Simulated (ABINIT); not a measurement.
Here is an ABINIT 10.8.3 (patched build) calculation.

run.abi

```
pp_dirpath "./"
pseudos "Te.upf, Sn.upf"

acell 3*1.0
rprim
     0.0000000000     5.9542435598     5.9542435598
     5.9542435598     0.0000000000     5.9542435598
     5.9542435598     5.9542435598     0.0000000000
ntypat 2
znucl 52 50
natom 2
typat 1 2
xcart
     3.1508500000     3.1508500000     3.1508500000
     0.0000000000     0.0000000000     0.0000000000 Angstrom

ecut 34.0

kptopt 1
ngkpt 5 5 5
nshiftk 1
shiftk 0.0 0.0 0.0

ixc -116133

nband 19
occopt 3
tsmear 0.00183747

nstep 100
tolvrs 1.0e-10

iomode 3
prtwf 0
prtden 0
prteig 0
prtebands 0
prtvol 2
```

Potentials or basis: PseudoDojo NC SR PBEsol v0.4.1 standard.

Launch:

```console
$ abinit run.abi > log 2>&1
```

Q: What does it give for the pressure?

A: -0.7 GPa.

Caveat: the cutoff is short for stress, so the pressure is rough; this odd mesh misses L, where the gap lies, so gap, dielectric constants and Born charges aren't listed. Spin-orbit coupling is left out, which matters for the levels of Te.
